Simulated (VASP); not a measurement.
Write the native input for VASP 6.6.1 that does the following.

```yaml
Task: single point
Functional: PBEsol
Potentials_or_basis: VASP PAW PBE potentials, release 64 (Ta_pv, N)
Cutoff: 520 eV
k_mesh: 7 × 7 × 4
Occupations: fermi-dirac, width 0.05 eV
Spin: no spin polarisation
Further_INCAR_settings: ALGO = Fast; EDIFF = 1e-06; NBANDS = 24
```

The structure of TaN lies in POSCAR:

```
TaN
1.0
    2.9217699809      0.0000000000      0.0000000000
   -1.4608849905      2.5303270275      0.0000000000
    0.0000000000      0.0000000000      5.9165150000
Ta N
2 2
Direct
    0.0000000000      0.0000000000      0.5000000000
    0.0000000000      0.0000000000      0.0000000000
    0.3333333333      0.6666666667      0.2500000000
    0.6666666667      0.3333333333      0.7500000000
```

The cell comes from a database or a generator and needn't be the stable form of this composition.

These files were run (other wordings do the same):

INCAR

```
SYSTEM = TaN
  ALGO = Fast
  EDIFF = 1E-6
  ENCUT = 520
  GGA = PS
  ISIF = 2
  ISMEAR = -1
  LASPH = .TRUE.
  LCHARG = .FALSE.
  LREAL = .FALSE.
  LWAVE = .FALSE.
  NBANDS = 24
  NELM = 80
  PREC = Accurate
  SIGMA = 0.05
```

KPOINTS

```
k-points
0
G
  7 7 4
  0 0 0
```

Potentials or basis: VASP PAW PBE potentials, release 64 (Ta_pv, N).

The run is started by

```sh
$ cat potpaw_PBE.64/Ta_pv/POTCAR potpaw_PBE.64/N/POTCAR > POTCAR
$ mpirun -np 1 vasp_std > vasp.out
```

It gave:

The pressure is -9.7 GPa and the band gap on the k mesh is none (metal or under the smearing width).

Caveat: the PAW data sets were made with another functional, which shifts forces and pressure a little.

Run time: 21 s on 1 thread of AMD EPYC 9R14 (Zen 4) (shared host), peak memory 0.14 GiB.
